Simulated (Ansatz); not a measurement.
H2O on a (110) slab of W (Im-3m (No. 229)), 3 planes, outer planes W (top) and W (bottom), 1 a cell of 28.2 Å², relaxed and still whole (its atoms last):

```xyz
15
Lattice="5.4722 0.0000 0.0000 -1.8241 5.1592 0.0000 0.0000 0.0000 23.2899" Properties=species:S:1:pos:R:3 pbc="T T T"
W     0.9120    1.2898    8.0000
W     0.0000    3.8694    8.0000
W     3.6481    1.2898    8.0000
W     2.7361    3.8694    8.0000
W     1.8258    2.5829   10.1740
W     2.7234    0.0087   10.1864
W    -0.9000    2.5701   10.1839
W    -0.0018   -0.0024   10.1802
W     2.7336    3.8658   12.3664
W     3.6476    1.2880   12.3439
W    -0.0026    3.8612   12.3432
W     0.9066    1.3003   12.4637
O     0.9443    1.1163   14.7795
H     0.5081    0.2334   14.7977
H     1.9016    0.9275   14.8951
```

Method: DFT PBE+D3(BJ), scalar-relativistic, plane waves, PAW in Ansatz. Plane waves to 420 eV, a k mesh through Γ of 4×4×1 on the computed 15-atom cell and Gaussian smearing (0.10 eV); no spin polarisation. A dipole correction removes the field between periodic images along c.

It binds with 0.75 eV a molecule against the clean slab and the free molecule (no zero-point or thermal terms); its shortest contact is O–W 2.32 Å. Take first-order desorption with no barrier to adsorption, no reaction on the face and an assumed prefactor of 10^13 s⁻¹.

Question: How long does a molecule stay at 573 K?

Answer: τ = ν⁻¹·exp(E/k_BT) with k_BT = 0.0494 eV: E/k_BT = 15.2, so τ ≈ 4×10^-7 s. At about one hit a site a second (10⁻⁶ mbar) the coverage is near τ × 1 s⁻¹, so a layer needs roughly 3×10^0 mbar.

Question: Where does its peak lie in a desorption experiment heated at 5 K/s?

Answer: The peak obeys E/(k_B·T_p²) = (ν/β)·exp(−E/k_BT_p). Solving gives T_p ≈ 285 K (E/k_BT_p = 30.6). An error of 0.1 eV in E moves it by about 38 K, and larger molecules have larger prefactors, which lowers it.

Question: Is this physisorption or chemisorption?

Answer: The tightest contact, O–W 2.32 Å, is 1.02 times the sum of covalent radii, and deformation and lateral interaction add up to +0.05 eV. This is chemisorption.

The molecule may also break up before it leaves, which wasn't tried.